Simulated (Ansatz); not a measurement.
The system is CdF2.

```
CELL_PARAMETERS angstrom
0.00000 2.69400 2.69400
2.69400 0.00000 2.69400
2.69400 2.69400 0.00000
ATOMIC_POSITIONS crystal
Cd 0.00000 0.00000 0.00000
F 0.75000 0.75000 0.75000
F 0.25000 0.25000 0.25000
```

* Program: Ansatz 0.2.0
* Task: relaxation of cell and atoms
* Functional: BLYP
* Dispersion: D4
* Potentials or basis: Ansatz PAW
* Cutoff: 420 eV (not typed: the program's choice for these potentials)
* k mesh: 9 × 9 × 9
* Occupations: fermi-dirac, width 0.05 eV
* Spin: no spin polarisation

At the start: volume 13.03 Å³/atom.

Q: How do energy, volume and symmetry change on relaxing?

A: It ends after 6 steps and the volume is 13.60 Å³/atom (+4.3 %); space group Fm-3m (No. 225, to 0.05 Å).

The path:
| step | energy change (eV) | largest force (eV/Å) | volume (Å³) |
| --- | --- | --- | --- |
| 1 | 0.0000 | 0.0000 | 39.10 |
| 2 | -0.0137 | 0.0000 | 40.68 |
| 3 | -0.0138 | 0.0000 | 40.64 |
| 4 | -0.0234 | 0.0000 | 40.64 |
| 5 | -0.0229 | 0.0000 | 40.79 |
| 6 | -0.0236 | 0.0000 | 40.79 |

Final structure:
```
Cd F
1.0
     0.00000    2.73219    2.73219
     2.73219    0.00000    2.73219
     2.73219    2.73219    0.00000
Cd F
1 2
Direct
  0.00000 0.00000 0.00000
  0.75000 0.75000 0.75000
  0.25000 0.25000 0.25000
```

Caveat: the plane-wave basis is chosen anew once the cell has moved, so the energies of steps on either side of that aren't comparable; the pressure holds a Pulay correction of +0.8 GPa for the finite cutoff; the PAW data sets come from PBE, with cores solved anew for the run's functional, which leaves a small shift of forces and pressure.
